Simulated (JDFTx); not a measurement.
A run of JDFTx 1.7.0 (patched build) is set up as follows.

The input TaS2.in:

```
include TaS2.lattice
coords-type Lattice
include TaS2.ionpos

ion-species pseudo/S.upf
ion-species pseudo/Ta.upf
elec-cutoff 29
elec-ex-corr gga-PBE
van-der-waals D3
kpoint-folding 9 9 1
elec-smearing Fermi 0.0018374661
elec-n-bands 33
electronic-SCF nIterations 100 energyDiffThreshold 1e-08
electronic-minimize nIterations 30 energyDiffThreshold 1e-7
coulomb-interaction Slab 001
coulomb-truncation-embed 0.000000 0.000000 0.500000
electric-field 0 0 -0.00388938
converge-empty-states yes
forces-output-coords Cartesian

dump-name run.$VAR
dump End Ecomponents EigStats BandEigs Kpoints Forces Dipole
```

Contents of TaS2.lattice:

```
lattice \
    6.3305865249    -3.1652932624     0.0000000000 \
    0.0000000000     5.4824487514     0.0000000000 \
    0.0000000000     0.0000000000    44.9565845048
```

Contents of TaS2.ionpos:

```
ion S      0.6666666667     0.3333333334     0.3152585120 0
ion S      0.3333333333     0.6666666666     0.4384195040 0
ion S      0.6666666667     0.3333333334     0.5615804960 1
ion S      0.3333333333     0.6666666666     0.6847414880 1
ion Ta     0.0000000000     0.0000000000     0.3768390080 0
ion Ta     0.0000000000     0.0000000000     0.6231609920 1
```

Potentials or basis: PseudoDojo-SR-PBE-0.5-standard with smoothed tails.

The run is started by

```console
$ jdftx -c 1 -i TaS2.in -o TaS2.out
```

Predict the Loewdin charges.

S -0.18, -0.17, -0.16; Ta +0.53, +0.54 e.

Predict the largest force.

1.359 eV/Å.

Predict the band gap on the k mesh.

none (metal or under the smearing width).

Forces on the atoms (eV/Å):
```
S    0.000  0.000 -1.359
Ta   0.000  0.000  0.128
S    0.000  0.000  1.249
S    0.000  0.000 -1.261
Ta   0.000  0.000 -0.088
S    0.000  0.000  1.329
```

Caveat: forces may be off by hundredths of an eV/Å; the slab's dipole is good to some per cent. The run has no spin-orbit coupling, so splittings on Ta are missing.
